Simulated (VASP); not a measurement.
**In: optical spectrum with HF+D3**

The system is In.

```
In
1.0
    -1.88253    1.88253    1.88253
     1.88253   -1.88253    1.88253
     1.88253    1.88253   -1.88253
In
1
Direct
  0.00000 0.00000 0.00000
```

This isn't the form of In at room conditions, which is tetragonal.

```yaml
Program: VASP 6.6.1
Task: optical spectrum
Functional: HF
Dispersion: D3
Potentials_or_basis: VASP PAW PBE potentials, release 64 (In_d)
Cutoff: 520 eV
k_mesh: 5 × 5 × 5
Occupations: gaussian, width 0.1 eV
Spin: no spin polarisation
Grid_for_exact_exchange_PRECFOCK: Normal
Exchange_at_q_=_0: truncated
Further_INCAR_settings: ALGO = Normal; EDIFF = 1e-06; NBANDS = 38
```

| Item | Value |
| --- | --- |
| Pressure | 0.1 GPa |
| Band gap on the k mesh | none (metal or under the smearing width) |
| Dispersion energy per atom | -0.346 eV |

Levels at points of the mesh, in eV from the Fermi level:
| k point | band 3 | band 4 | band 5 | band 6 | band 7 | band 8 | band 9 | band 10 |
| --- | --- | --- | --- | --- | --- | --- | --- | --- |
| (0.00, 0.00, 0.00) | -24.50 | -24.22 | -24.22 | -15.29 | 16.46 | 16.46 | 16.46 | 17.86 |

Dielectric function (mean over the directions given):
```tsv
energy (eV)	real part	imaginary part
0.27	1.27	0.00
1.30	1.28	0.00
2.34	1.28	0.00
3.37	1.29	0.00
4.40	1.31	0.00
5.44	1.35	0.01
6.47	1.47	0.03
7.50	1.41	0.03
8.53	1.56	0.14
9.57	0.90	0.15
10.60	0.67	0.36
11.63	1.01	0.02
12.67	1.17	0.07
13.70	1.18	0.16
14.73	1.27	0.06
15.76	1.08	0.06
16.80	0.97	0.12
17.83	1.11	0.03
18.86	1.11	0.01
19.95	1.15	0.00
```

Wall time 20 min on 1 thread of Intel(R) Xeon(R) Platinum 8488C (Sapphire Rapids), with other jobs on the host, peak memory 0.17 GiB.

Caveat: the k mesh is coarse (spacing up to 0.47 Å⁻¹), so the values aren't converged, least of all with exact exchange; spectra need much finer meshes, so this one isn't converged; these spectra lack excitons; the intraband (Drude) part of a metal's response may be missing; the PAW data sets were made with another functional, which shifts forces and pressure a little; pairwise dispersion overbinds metals, which lowers pressure and volume.
